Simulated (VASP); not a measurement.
# Ge: pressure against volume per atom

Plane-wave PAW density functional theory at fixed cell and atoms, no spin polarisation; stress and pressure are positive in compression. The results are calculated, by VASP 6.6.1.

Cell of the first row (space group Fd-3m, No. 227):
```
cell vectors (Å)
   0.0000     2.8369     2.8369
   2.8369     0.0000     2.8369
   2.8369     2.8369     0.0000
atoms (fractions of the cell vectors)
Ge  0.00000  0.00000  0.00000
Ge  0.25000  0.25000  0.25000
```

Settings of every row: functional r2SCAN; spin orbit no; screening parameter 0 Å⁻¹; occupations Fermi-Dirac; smearing width 0.02 eV; wave cutoff 520 eV; datasets recommended PBE set; valence electrons 28; k mesh a 8; k mesh b 8; k mesh c 8.

| row | volume per atom (Å³) | pressure (GPa) |
| --- | --- | --- |
| 1 | 22.831 | 0.02 |
| 2 | 23.523 | -1.9 |
| 3 | 24.228 | -3.55 |
| 4 | 24.948 | ? |
| 5 | 25.681 | -6.25 |

Question: what pressure should row 4 give?

Worked fit of pressure. Take u = (V_r/V)^(2/3) − 1 with V_r = 23.876 Å³ an atom, which is twice the finite (Eulerian) strain; such expansions in the strain, on which the Birch-Murnaghan equation of state is built, carry the rest volume and the bulk modulus. The shown rows have u = 0.03029, 0.00998, -0.00971, -0.04742. Least squares give pressure = −2.758 + 84.59 × u + 231.3 × u² GPa; a straight line predicts inner rows, each left out in turn, worse (root mean square 0.22 against 0.019 GPa). The rows lie off it by 0.00, -0.01, 0.01, 0.00. The pressure vanishes at u = 0.0301, or V = 22.84 Å³ an atom, and there the bulk modulus at fixed shape and fractions is B = −V dP/dV = (2/3)(1 + u) dP/du = 67.7 GPa. The withheld row has u = -0.02886, so the fit gives −2.758 + 84.59 × (-0.02886) + 231.3 × (-0.02886)² = -5.01 GPa.

The calculation gave -5.04 GPa. The fit lies 0.03 GPa (0.48 % of the column's range) above it; its largest miss of a shown row is 0.01 GPa.
